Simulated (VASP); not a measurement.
# BaTiO3 (P4mm) in VASP: further runs

One crystal, BaTiO3, is run at these levels: LDA; tasks: relaxation of cell and atoms.

Everything below comes from runs of VASP 6.6.1. Logs are shortened: lines on timing, memory, paths and dates and some standing lists are left out, and cuts for length are marked.

**1. The structure**

It takes space group P4mm (No. 99, tetragonal). Conventional cell: a = 3.942 Å, b = 3.942 Å, c = 3.989 Å, α = 90.00°, β = 90.00°, γ = 90.00°. Ba (site symmetry 4mm) is surrounded by 12 O at 2.77 to 2.84 Å. Ti (site symmetry 4mm) is surrounded by 6 O at 1.86 to 2.13 Å. O (site symmetry 4mm) has 2 Ti at 1.86 to 2.13 Å as nearest neighbours. O (site symmetry 2mm) has 2 Ti at 1.97 Å as nearest neighbours.

**2. Relaxation of cell and atoms, LDA**

The input, INCAR:

```
SYSTEM = BaTiO3
ALGO     = Normal         ! electronic algorithm
EDIFF    = 1E-7           ! SCF threshold, eV
EDIFFG   = -0.005         ! ionic threshold
ENCUT    = 600            ! plane-wave cutoff, eV
GGA      = CA             ! functional
IBRION   = 2              ! ionic algorithm
ISIF     = 3              ! what is computed and relaxed
ISMEAR   = 0              ! smearing method
KPAR     = 2            
LASPH    = .TRUE.         ! aspherical terms in the spheres
LCHARG   = .FALSE.        ! write CHGCAR
LREAL    = .FALSE.        ! projectors in reciprocal space
LWAVE    = .FALSE.        ! write WAVECAR
NELM     = 80             ! most SCF steps
NSW      = 90             ! ionic steps
PREC     = Accurate       ! precision mode
SIGMA    = 0.03           ! smearing width, eV
```

The input, KPOINTS:

```
k-points
0
G
  8 8 8
  0 0 0
```

The input, POSCAR:

```
BaTiO3                                  
1.0
    3.9417844712      0.0000000000      0.0000000000
    0.0000000000      3.9417844712     -0.0000000000
    0.0000000000     -0.0000000000      3.9886303436
  Ba              Ti              O             
     1     1     3
Direct
     1.0000000000000000    0.0000000000000000    0.0018904492552014
     0.5000000000000000    0.5000000000000000    0.4893706761846831
     0.5000000000000000    0.5000000000000000    0.0222082892370574
     0.5000000000000000    0.0000000000000000    0.5147652926615323
     0.0000000000000000    0.5000000000000000    0.5147652926615323
```

Potentials or basis: VASP PAW LDA potentials, release 64 (Ba_sv, Ti_sv, O).

Launch:

```bash
$ cat potpaw_LDA.64/Ba_sv/POTCAR potpaw_LDA.64/Ti_sv/POTCAR potpaw_LDA.64/O/POTCAR > POTCAR
$ mpirun -np 2 vasp_std > vasp.out
```

OUTCAR:

```text
SYSTEM = BaTiO3
   EDIFF = 1E-7
   EDIFFG = -0.005
   ENCUT = 600
   GGA = CA
   IBRION = 2
   ISIF = 3
   ISMEAR = 0
   LASPH = .TRUE.
   LREAL = .FALSE.
   NELM = 80
   NSW = 90
   PREC = Accurate

 ion  position               nearest neighbor table
   1  0.000  0.000  0.002-   4 2.77   5 2.77   5 2.77   4 2.77   3 2.79   3 2.79   3 2.79   3 2.79
                             4 2.84   5 2.84   5 2.84   4 2.84   2 3.40   2 3.40   2 3.40   2 3.40
   2  0.500  0.500  0.489-   3 1.86   4 1.97   5 1.97   4 1.97   5 1.97   3 2.13   1 3.40   1 3.40
                             1 3.40   1 3.40   1 3.46   1 3.46   1 3.46   1 3.46
   3  0.500  0.500  0.022-   2 1.86   2 2.13   1 2.79   1 2.79   1 2.79   1 2.79
   4  0.500  0.000  0.515-   2 1.97   2 1.97   1 2.77   1 2.77   1 2.84   1 2.84
   5  0.000  0.500  0.515-   2 1.97   2 1.97   1 2.77   1 2.77   1 2.84   1 2.84

  LATTYP: Found a simple tetragonal cell.
 ALAT       =     3.9417844712
 C/A-ratio  =     1.0118844327

  Lattice vectors:

 A1 = (   3.9417844712,   0.0000000000,   0.0000000000)
 A2 = (   0.0000000000,   3.9417844712,   0.0000000000)
 A3 = (   0.0000000000,   0.0000000000,   3.9886303436)

Analysis of symmetry for initial positions (statically):
=====================================================================
 Subroutine PRICEL returns:
 Original cell was already a primitive cell.

 Routine SETGRP: Setting up the symmetry group for a
 simple tetragonal supercell.

 Subroutine GETGRP returns: Found  8 space group operations
 (whereof  8 operations were pure point group operations)
 out of a pool of 16 trial point group operations.

The static configuration has the point symmetry C_4v.

Analysis of symmetry for dynamics (positions and initial velocities):
=====================================================================
 Subroutine PRICEL returns:
 Original cell was already a primitive cell.

 Routine SETGRP: Setting up the symmetry group for a
 simple tetragonal supercell.

 Subroutine GETGRP returns: Found  8 space group operations
 (whereof  8 operations were pure point group operations)
 out of a pool of 16 trial point group operations.

The dynamic configuration has the point symmetry C_4v.

 Subroutine INISYM returns: Found  8 space group operations
 (whereof  8 operations are pure point group operations),
 and found     1 'primitive' translations

----------------------------------------------------------------------------------------

                                     Primitive cell

  volume of cell :      61.9740

  direct lattice vectors                    reciprocal lattice vectors
     3.941784471  0.000000000  0.000000000     0.253692206  0.000000000  0.000000000
     0.000000000  3.941784471  0.000000000     0.000000000  0.253692206  0.000000000
     0.000000000  0.000000000  3.988630344     0.000000000  0.000000000  0.250712629

  length of vectors
     3.941784471  3.941784471  3.988630344     0.253692206  0.253692206  0.250712629

  position of ions in fractional coordinates (direct lattice)
     0.000000000  0.000000000  0.001890449
     0.500000000  0.500000000  0.489370676
     0.500000000  0.500000000  0.022208289
     0.500000000  0.000000000  0.514765293
     0.000000000  0.500000000  0.514765293

  ion indices of the primitive-cell ions
   primitive index   ion index
                 1           1
                 2           2
                 3           3
                 4           4
                 5           5

----------------------------------------------------------------------------------------

 KPOINTS: k-points

Automatic generation of k-mesh.
 Grid dimensions read from file:
 generate k-points for:    8    8    8

 Generating k-lattice:

  Cartesian coordinates                     Fractional coordinates (reciprocal lattice)
     0.031711526  0.000000000  0.000000000     0.125000000  0.000000000  0.000000000
     0.000000000  0.031711526  0.000000000     0.000000000  0.125000000  0.000000000
     0.000000000  0.000000000  0.031339079     0.000000000  0.000000000  0.125000000

  Length of vectors
     0.031711526  0.031711526  0.031339079

  Shift w.r.t. Gamma in fractional coordinates (k-lattice)
     0.000000000  0.000000000  0.000000000

 Subroutine IBZKPT returns following result:
 ===========================================

 Found     75 irreducible k-points:

 Following reciprocal coordinates:
            Coordinates               Weight
  0.000000  0.000000  0.000000      1.000000
  0.125000  0.000000  0.000000      4.000000
  0.250000  0.000000  0.000000      4.000000
  0.375000  0.000000  0.000000      4.000000
  0.500000  0.000000  0.000000      2.000000
  0.125000  0.125000  0.000000      4.000000
[... 16 lines left out ...]
  0.375000  0.125000  0.125000     16.000000
  0.500000  0.125000  0.125000      8.000000
 [... further k-points ...]
   k-points           NKPTS =     75   k-points in BZ     NKDIM =     75   number of bands    NBANDS=     24
   number of dos      NEDOS =    301   number of ions     NIONS =      5
   total plane-waves  NPLWV =  32768
   dimension x,y,z NGX =    32 NGY =   32 NGZ =   32
   dimension x,y,z NGXF=    64 NGYF=   64 NGZF=   64
   ions per type =               1   1   3
   NGX,Y,Z   is equivalent  to a cutoff of  13.50, 13.50, 13.34 a.u.
   NGXF,Y,Z  is equivalent  to a cutoff of  26.99, 26.99, 26.68 a.u.
 SYSTEM =  BaTiO3
   PREC   = accura    normal or accurate (medium, high low for compatibility)
   ISTART =      0    job   : 0-new  1-cont  2-samecut
   ICHARG =      2    charge: 1-file 2-atom 10-const
   ISPIN  =      1    spin polarized calculation?
   LNONCOLLINEAR =      F non collinear calculations
   LSORBIT =      F    spin-orbit coupling
   LASPH  =      T    aspherical Exc in radial PAW
   ENCUT  =  600.0 eV  44.10 Ry    6.64 a.u.   7.87  7.87  7.97*2*pi/ulx,y,z
   NELM   =     80;   NELMIN=  2; NELMDL= -5     # of ELM steps
   EDIFF  = 0.1E-06   stopping-criterion for ELM
   LREAL  =      F    real-space projection
   EDIFFG = -.5E-02   stopping-criterion for IOM
   NSW    =     90    number of steps for IOM
   IBRION =      2    ionic relax: 0-MD 1-quasi-New 2-CG
   NFREE  =      1    steps in history (QN), initial steepest desc. (CG)
   ISIF   =      3    stress and relaxation
   ISYM   =      2    0-nonsym 1-usesym 2-fastsym
   POTIM  = 0.5000    time-step for ionic-motion
   TEBEG  =    0.0;   TEEND  =   0.0 temperature during run
   PSTRESS=    0.0 pullay stress
   NELECT =      40.0000    total number of electrons
   NUPDOWN=      -1.0000    fix difference up-down
   EMIN   =  10.00;   EMAX   =-10.00  energy-range for DOS
   EFERMI =   0.00;   METHOD = LEGACY
   ISMEAR =     0;   SIGMA  =   0.03  broadening in eV -4-tet -1-fermi 0-gaus
   EFERMI_NEDOS =   21; number of points for ismear=-14 and -15
   IALGO  =     38    algorithm
   IMIX   =      4    mixing-type and parameters
     AMIX     =   0.40;   BMIX     =  1.00
     AMIX_MAG =   1.60;   BMIX_MAG =  1.00
  volume/ion in A,a.u.               =      12.39        83.64
  Fermi-wavevector in a.u.,A,eV,Ry     =   1.414789  2.673563 27.233798  2.001628
  Thomas-Fermi vector in A             =   2.536295
   LORBIT       =      0    0 simple, 1 ext, 2 COOP (PROOUT), +10 PAW based schemes
   GGA     = CA    functional components
   LHFCALC =     F    Hartree Fock is set to
   AEXX    =    0.0000 exact exchange contribution
   IVDW    =     0    specifies the selected vdW correction
   LEPSILON=     F    determine dielectric tensor
   LRPA    =     F    only Hartree local field effects (RPA)
 conjugate gradient relaxation of ions
 non-spin polarized calculation
 Gauss-broadening in eV      SIGMA  =   0.03
  energy-cutoff  :      600.00
  volume of cell :       61.97
 maximum number of plane-waves:      2103
 NGX is ok and might be reduce to    32
   NGX = 15   NGY = 15   NGZ = 15

--------------------------------------- Ionic step        1  -------------------------------------------

 number of electron      39.9999984 magnetization

 Free energy of the ion-electron system (eV)
  ---------------------------------------------------
  ext. energy  EPLUGINS =         0.00000000
  ---------------------------------------------------
  free energy    TOTEN  =       -44.17006271 eV

  energy without entropy =      -44.17006271  energy(sigma->0) =      -44.17006271

------------------------ aborting loop because EDIFF is reached ----------------------------------------

  FORCE on cell =-STRESS in cart. coord.  units (eV):
  Direction    XX          YY          ZZ          XY          YZ          ZX
  --------------------------------------------------------------------------------------
  -------------------------------------------------------------------------------------
  Total        0.0086543      0.0086543      0.0261884      0.0000000     -0.0000000      0.0000000
  in kB        0.2237346      0.2237346      0.6770331      0.0000000     -0.0000000      0.0000000
  external PRESSURE =       0.3748341 kB  Pullay stress =       0.0000000 kB
[... 102 lines left out ...]
  energy  without entropy=      -44.1700666181  energy(sigma->0) =      -44.17006662

--------------------------------------- Ionic step        4  -------------------------------------------

 number of electron      39.9999984 magnetization

 Free energy of the ion-electron system (eV)
  ---------------------------------------------------
  ext. energy  EPLUGINS =         0.00000000
  ---------------------------------------------------
  free energy    TOTEN  =       -44.17006655 eV

  energy without entropy =      -44.17006655  energy(sigma->0) =      -44.17006655

 E-fermi :   3.9828     XC(G=0): -11.9059

 val. band max:        3.8475082923   @ k =   0.5000   0.5000   0.5000
 cond. band min:       5.5981545173   @ k =   0.0000   0.0000   0.0000
 fundamental gap:      1.7506462250
 Fermi energy:         3.9828251323

 k-point     1 :       0.0000    0.0000    0.0000
  band No.  band energies     occupation
      1     -51.8555      2.00000
      2     -28.5331      2.00000
      3     -28.4926      2.00000
      4     -28.4926      2.00000
      5     -20.8109      2.00000
      6     -12.8627      2.00000
[... 637 lines left out ...]
     23       7.5684      0.00000
     24       8.7805      0.00000

 [... further k-points ...]
[... 5 lines left out ...]
  --------------------------------------------------------------------------------------
  -------------------------------------------------------------------------------------
  Total       -0.0064607     -0.0064607      0.0007996      0.0000000      0.0000000      0.0000000
  in kB       -0.1669869     -0.1669869      0.0206673      0.0000000      0.0000000      0.0000000
  external PRESSURE =      -0.1044355 kB  Pullay stress =       0.0000000 kB
[... 20 lines left out ...]
  FREE ENERGIE OF THE ION-ELECTRON SYSTEM (eV)
  ---------------------------------------------------
  free  energy   TOTEN  =       -44.1700665523 eV

  energy  without entropy=      -44.1700665523  energy(sigma->0) =      -44.17006655

 reached required accuracy - stopping structural energy minimisation
```

Run time: 54 s. Hardware: 2 MPI ranks of Intel Xeon 6975P-C (Granite Rapids), shared host; peak memory 0.25 GiB.

What came out:

```yaml
Free_energy: -44.1701 eV
Relaxed_volume: 12.40 Å³/atom
Relaxed_cell: a = 3.942 Å, b = 3.942 Å, c = 3.989 Å, α = 90.00°, β = 90.00°, γ = 90.00°
Space_group_after_relaxing_to_0.05_Å: P4mm (No. 99)
Energy_gained_by_relaxing: 0.0 meV/atom
Ionic_steps: 4
Pressure_after_relaxing: 0.0 GPa
Largest_force_after_relaxing: 0.005 eV/Å
Band_gap_on_the_k_mesh: 1.75 eV, indirect (least direct gap 2.04 eV)
```

Forces in eV/Å, atoms in the order of the input:
```
Ba   0.000  0.000  0.003
Ti   0.000  0.000 -0.005
O    0.000  0.000 -0.001
O    0.000  0.000  0.002
O    0.000  0.000  0.002
```

Final structure:
```
CELL_PARAMETERS angstrom
3.94196 0.00000 0.00000
0.00000 3.94196 0.00000
0.00000 0.00000 3.98918
ATOMIC_POSITIONS crystal
Ba 0.00000 0.00000 0.00192
Ti 0.50000 0.50000 0.48934
O 0.50000 0.50000 0.02217
O 0.50000 0.00000 0.51478
O 0.00000 0.50000 0.51478
```

Caveat: spin-orbit coupling is left out, which moves the levels of the heavy elements. A k mesh can miss the band edges.

**3. Relaxation of cell and atoms, LDA**

This run uses another cell than the first one, of 12.86 Å³/atom, 1.037 times its volume.

The input, INCAR:

```
SYSTEM = BaTiO3
  PREC = Accurate
  ENCUT = 600
  EDIFF = 1E-6
  ISMEAR = 0
  SIGMA = 0.03
  LREAL = .FALSE.
  LASPH = .TRUE.
  NELM = 80
  ALGO = Normal
  ISIF = 3
  LWAVE = .FALSE.
  LCHARG = .FALSE.
  IBRION = 2
  NSW = 90
  EDIFFG = -0.01
  KPAR = 2
```

The input, KPOINTS:

```
Automatic mesh
0
G
  8 8 8
  0 0 0
```

The input, POSCAR:

```
BaTiO3
1.0
    3.9998000000      0.0000000000      0.0000000000
    0.0000000000      3.9998000000      0.0000000000
    0.0000000000      0.0000000000      4.0180000000
Ba Ti O
1 1 3
Direct
    0.0000000000      0.0000000000      0.0000000000
    0.5000000000      0.5000000000      0.4900000000
    0.5000000000      0.5000000000      0.0190000000
    0.5000000000      0.0000000000      0.5170000000
    0.0000000000      0.5000000000      0.5170000000
```

Potentials or basis: VASP PAW LDA potentials, release 64 (Ba_sv, Ti_sv, O).

Launch:

```bash
$ cat potpaw_LDA.64/Ba_sv/POTCAR potpaw_LDA.64/Ti_sv/POTCAR potpaw_LDA.64/O/POTCAR > POTCAR
$ mpirun -np 2 vasp_std > vasp.out
```

It took 2.7 min on 2 MPI ranks of AMD EPYC 9R45 (Zen 5), shared host; peak memory 0.26 GiB.

Results (log left out):

```
Free energy                            : -44.1752 eV
Relaxed volume                         : 12.39 Å³/atom
Relaxed cell                           : a = 3.942 Å, b = 3.942 Å, c = 3.989 Å, α = 90.00°, β = 90.00°, γ = 90.00°
Space group after relaxing (to 0.05 Å) : P4mm (No. 99)
Energy gained by relaxing              : 11.0 meV/atom
Ionic steps                            : 10
Pressure after relaxing                : 0.0 GPa
Largest force after relaxing           : 0.006 eV/Å
Band gap on the k mesh                 : 1.75 eV, indirect (least direct gap 2.04 eV)
```

Forces on the atoms (eV/Å):
```
Ba   0.000  0.000  0.004
Ti   0.000  0.000 -0.004
O    0.000  0.000 -0.006
O    0.000  0.000  0.003
O    0.000  0.000  0.003
```

Step by step:
| step | energy change (eV) | largest force (eV/Å) | pressure (GPa) | volume (Å³) |
| --- | --- | --- | --- | --- |
| 1 | 0.0000 | 0.3674 | -6.70 | 64.28 |
| 2 | 0.0180 | 0.4622 | 9.10 | 59.41 |
| 3 | -0.0532 | 0.0662 | 0.00 | 61.95 |
| 4 | -0.0532 | 0.0649 | 0.09 | 61.90 |
| 5 | -0.0544 | 0.0412 | 0.12 | 61.91 |
| 6 | -0.0546 | 0.0365 | 0.13 | 61.91 |
| 7 | -0.0547 | 0.0190 | -0.08 | 61.99 |
| 8 | -0.0547 | 0.0175 | -0.13 | 62.01 |
| 9 | -0.0548 | 0.0164 | 0.09 | 61.95 |
| 10 | -0.0548 | 0.0057 | 0.03 | 61.97 |

Final structure:
```
Ba Ti O
1.0
     3.94178    0.00000    0.00000
     0.00000    3.94178    0.00000
     0.00000    0.00000    3.98863
Ba Ti O
1 1 3
Direct
  0.00000 0.00000 0.00189
  0.50000 0.50000 0.48937
  0.50000 0.50000 0.02221
  0.50000 0.00000 0.51477
  0.00000 0.50000 0.51477
```

Levels at points of the mesh, in eV from the valence-band top:
```
           k point  band 16  band 17  band 18  band 19  band 20  band 21  band 22  band 23  band 24
(0.00, 0.00, 0.00)    -1.34    -1.25    -0.31    -0.29    -0.29     1.75     1.99     1.99     4.28
(0.50, 0.00, 0.00)    -2.10    -1.95    -1.81    -1.00    -0.88     2.14     3.66     3.70     4.31
(0.50, 0.50, 0.00)    -2.97    -1.79    -0.94    -0.94    -0.09     3.72     3.72     4.11     4.96
(0.00, 0.00, 0.50)    -2.06    -2.01    -2.01    -0.72    -0.72     1.93     3.66     3.66     4.29
(0.50, 0.00, 0.50)    -2.89    -1.74    -0.92    -0.90    -0.22     3.68     3.68     4.06     5.18
(0.50, 0.50, 0.50)    -2.44    -2.44    -0.12    -0.12     0.00     4.36     4.36     4.39     6.65
```

Caveat: spin-orbit coupling is left out, which moves the levels of the heavy elements.

**4. Relaxation of cell and atoms, LDA**

INCAR: that of step 3 with these lines changed.

```diff
@@ -3,3 +3,3 @@
   ENCUT = 600
-  EDIFF = 1E-6
+  EDIFF = 1E-7
   ISMEAR = 0
@@ -15,3 +15,3 @@
   NSW = 90
-  EDIFFG = -0.01
+  EDIFFG = -0.005
   KPAR = 2
```

KPOINTS is that of step 3.

The input, POSCAR:

```
BaTiO3                                  
1.0
    3.9417844695      0.0000000000      0.0000000000
    0.0000000000      3.9417844695     -0.0000000000
    0.0000000000      0.0000000000      3.9886303418
  Ba              Ti              O             
     1     1     3
Direct
     0.0000000000000000    0.0000000000000000    0.0018904490444068
     0.5000000000000000    0.5000000000000000    0.4893706761455928
     0.5000000000000000    0.5000000000000000    0.0222082891197516
     0.5000000000000000    0.0000000000000000    0.5147652928451276
     0.0000000000000000    0.5000000000000000    0.5147652928451276
```

Launch:

```bash
$ cat potpaw_LDA.64/Ba_sv/POTCAR potpaw_LDA.64/Ti_sv/POTCAR potpaw_LDA.64/O/POTCAR > POTCAR
$ mpirun -np 2 vasp_std > vasp.out
```

It took 72 s on 2 MPI ranks of AMD EPYC 9R45 (Zen 5), shared host; peak memory 0.23 GiB.

It converged, with:

- Free energy: -44.1701 eV
- Relaxed volume: 12.40 Å³/atom
- Relaxed cell: a = 3.942 Å, b = 3.942 Å, c = 3.989 Å, α = 90.00°, β = 90.00°, γ = 90.00°
- Space group after relaxing (to 0.05 Å): P4mm (No. 99)
- Energy gained by relaxing: 0.0 meV/atom
- Ionic steps: 4
- Pressure after relaxing: 0.0 GPa
- Largest force after relaxing: 0.005 eV/Å
- Band gap on the k mesh: 1.75 eV, indirect (least direct gap 2.04 eV)

Forces on the atoms (eV/Å):
```
Ba   0.000  0.000  0.003
Ti   0.000  0.000 -0.005
O    0.000  0.000 -0.001
O    0.000  0.000  0.002
O    0.000  0.000  0.002
```

Final structure:
```cif
data_structure
_symmetry_space_group_name_H-M 'P 1'
_symmetry_Int_Tables_number 1
_cell_length_a 3.9420
_cell_length_b 3.9420
_cell_length_c 3.9892
_cell_angle_alpha 90.000
_cell_angle_beta 90.000
_cell_angle_gamma 90.000
_cell_volume 61.99
loop_
_atom_site_label
_atom_site_type_symbol
_atom_site_fract_x
_atom_site_fract_y
_atom_site_fract_z
_atom_site_occupancy
Ba1 Ba 0.00000 0.00000 0.00192 1
Ti1 Ti 0.50000 0.50000 0.48934 1
O1 O 0.50000 0.50000 0.02217 1
O2 O 0.50000 0.00000 0.51478 1
O3 O 0.00000 0.50000 0.51478 1
```

Levels at points of the mesh, in eV from the valence-band top:
```tsv
k point	band 16	band 17	band 18	band 19	band 20	band 21	band 22	band 23	band 24
(0.00, 0.00, 0.00)	-1.34	-1.25	-0.31	-0.29	-0.29	1.75	1.99	1.99	4.28
(0.50, 0.00, 0.00)	-2.10	-1.95	-1.81	-1.00	-0.88	2.14	3.66	3.70	4.31
(0.50, 0.50, 0.00)	-2.97	-1.79	-0.94	-0.94	-0.09	3.72	3.72	4.11	4.96
(0.00, 0.00, 0.50)	-2.06	-2.01	-2.01	-0.72	-0.72	1.93	3.66	3.66	4.29
(0.50, 0.00, 0.50)	-2.89	-1.74	-0.92	-0.90	-0.22	3.68	3.68	4.06	5.17
(0.50, 0.50, 0.50)	-2.44	-2.44	-0.12	-0.12	0.00	4.36	4.36	4.39	6.64
```

Caveat: spin-orbit coupling is left out, which moves the levels of the heavy elements. Expect the measured gap to be larger: semilocal functionals such as LDA lack the derivative discontinuity.
